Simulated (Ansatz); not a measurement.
A 4-atom cell of BN started from a crystallographic database, relaxed with r2SCAN+rVV10 in Ansatz 0.2.0. It is hexagonal, P6_3/mmc (No. 194); a = 2.501 Å, c = 6.524 Å in the conventional setting, 8.83 Å³ an atom. Around B lie 3 N at 1.44 Å; around N lie 3 B at 1.44 Å.

The axes x, y and z are those of this cell:
```
B N
1.0
     2.50058    0.00000    0.00000
    -1.25029    2.16557    0.00000
     0.00000    0.00000    6.52364
B N
2 2
Direct
  0.33333 0.66667 0.25000
  0.66667 0.33333 0.75000
  0.33333 0.66667 0.75000
  0.66667 0.33333 0.25000
```

Unstrained: PBE gives an indirect gap of 4.210 eV, from Γ–K (0.91 of the way from Γ) to M; the least direct gap is 4.652 eV at H. The r2SCAN gap is indirect, 4.764 eV (Γ–K (0.91 of the way from Γ) to M), below the direct gap of 5.218 eV at M. The HSE06 gap is indirect, 5.518 eV (Γ–K (0.91 of the way from Γ) to M), below the direct gap of 6.015 eV at M. Meshes: PBE 12×12×4, r2SCAN 12×12×4, HSE06 9×9×4. Strains are changes of length per length. After each strain the atoms were relaxed again with r2SCAN+rVV10 within the symmetry that the strain leaves, so tilts or polar shifts that break it weren't tested; points keep the names that they have in the unstrained zone. Calculated for a static, non-magnetic cell.

(1) For epitaxial -4.56 % in the xy plane, how far does the free direction move, and what happens to the gap?

(2) Estimate what isotropic -0.92 % on every length does to the gap.

Answers

(1) The normal strain at zero normal stress is +0.01 %, 0.00 of the in-plane strain with the sign turned. PBE: the gap goes from 4.210 to 4.436 eV (+0.226 eV); the edges go from Γ–K (0.91) → M to Γ–K (0.92) → M. r2SCAN: the gap goes from 4.764 to 4.989 eV (+0.225 eV); the edges go from Γ–K (0.91) → M to Γ–K (0.92) → M. HSE06: the gap goes from 5.518 to 5.741 eV (+0.223 eV); the edges go from Γ–K (0.91) → M to Γ–K (0.92) → M.

(2) PBE: the gap goes from 4.210 to 4.239 eV (+0.029 eV). r2SCAN: the gap goes from 4.764 to 4.794 eV (+0.030 eV). HSE06: the gap goes from 5.518 to 5.547 eV (+0.029 eV).

Where an edge lies off the special points, it is a point of the mesh or the k point where a search put PBE's edge or least direct gap, reused for the other functionals, whose own edges may lie a little apart.

The meshes of the hybrids are coarse, so their gaps aren't converged to the digits shown.
